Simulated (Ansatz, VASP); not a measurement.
Rh in VASP and in Ansatz

The input INCAR:

```
  PREC = Accurate
  ENCUT = 600
  EDIFF = 1E-6
  ISMEAR = 0
  SIGMA = 0.1
  LREAL = F
  LASPH = T
  NELM = 80
  ALGO = Normal
  ISIF = 3
  LWAVE = F
  LCHARG = F
  GGA = PE
  IBRION = 2
  NSW = 100
  EDIFFG = -0.005
```

File KPOINTS:

```
Automatic mesh
0
Gamma
  18 18 18
```

File POSCAR:

```
Rh
1.0
    0.0000000000      1.9029860865      1.9029860865
    1.9029860865      0.0000000000      1.9029860865
    1.9029860865      1.9029860865      0.0000000000
Rh
1
Direct
    0.0000000000      0.0000000000      0.0000000000
```

Input for Ansatz:

```yaml
crystal:
  lattice:
    - [0.0, 1.9029860865, 1.9029860865]
    - [1.9029860865, 0.0, 1.9029860865]
    - [1.9029860865, 1.9029860865, 0.0]
  atoms:
    - { symbol: Rh, position: [0.0, 0.0, 0.0] }
basis:
  ecutwfc: 420
kpoints:
  mp_grid: { grid: [18, 18, 18] }
hamiltonian:
  xc: pbe
scf:
  occupations: { method: gaussian, width: 0.1 }
output:
  forces: true
  stress: true
  eigenvalues: true
relax:
  adjacent_minimum: "off"
  f_tol: 0.005
  max_steps: 80
  cell: { stress_tol: 0.05 }
```

Alike in both runs: task relaxation of cell and atoms; functional PBE; k mesh 18 × 18 × 18; occupations gaussian, width 0.1 eV; no spin polarisation.

|  | VASP | Ansatz |
| --- | --- | --- |
| version | VASP 6.6.1 | Ansatz 0.2.0 |
| potentials or method | VASP PAW PBE potentials, release 64 (Rh_pv) | scalar-relativistic, plane waves, PAW |
| plane-wave cutoff (eV) | 600 | 420 |
| valence electrons in the cell | 15 | 17 |

```csv
,VASP,Ansatz,Ansatz less VASP
"gap on the k mesh at the Fermi level, each at its own relaxed structure (eV)",none,none,-
relaxed volume (Å³/atom),14.04,14.04,+0.002
relaxed cell length with the largest relative difference (Å),2.708,2.708,+0.0001
energy change over the relaxation (meV/atom),-4,-4,-0.2
```

A gap of «none» marks a metal or a gap that the smearing closes. The two sets of potentials don't hold the same shells in valence.
